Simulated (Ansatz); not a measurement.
The system is WC (Qusongite).

```
W C
1.0
     2.90650    0.00000    0.00000
    -1.45325    2.51710    0.00000
     0.00000    0.00000    2.83660
W C
1 1
Direct
  0.00000 0.00000 0.00000
  0.66667 0.33333 0.50000
```

- Program: Ansatz 0.2.0
- Task: relaxation of cell and atoms
- Functional: RPBE
- Potentials or basis: Ansatz PAW
- Cutoff: 420 eV (not typed: the program's choice for these potentials)
- k mesh: 10 × 10 × 9
- Occupations: fermi-dirac, width 0.05 eV
- Spin: no spin polarisation

At the start: volume 10.38 Å³/atom.

Where does the relaxation end?

It ends after 7 steps and the volume is 10.64 Å³/atom (+2.6 %); space group P-6m2 (No. 187, to 0.05 Å).

The path:
```csv
step,energy change (eV),largest force (eV/Å),volume (Å³)
1,0.0000,0.0000,20.75
2,-0.0052,0.0000,21.61
3,-0.0152,0.0000,21.32
4,-0.0154,0.0000,21.29
5,-0.0164,0.0000,21.29
6,-0.0164,0.0000,21.29
7,-0.0164,0.0000,21.29
```

Final structure:
```
CELL_PARAMETERS angstrom
2.93393 0.00000 0.00000
-1.46696 2.54085 0.00000
0.00000 0.00000 2.85580
ATOMIC_POSITIONS crystal
W 0.00000 0.00000 0.00000
C 0.66667 0.33333 0.50000
```

Caveat: the plane-wave basis is chosen anew once the cell has moved, so the energies of steps on either side of that aren't comparable; the PAW data sets come from PBE, with cores solved anew for the run's functional, which leaves a small shift of forces and pressure.
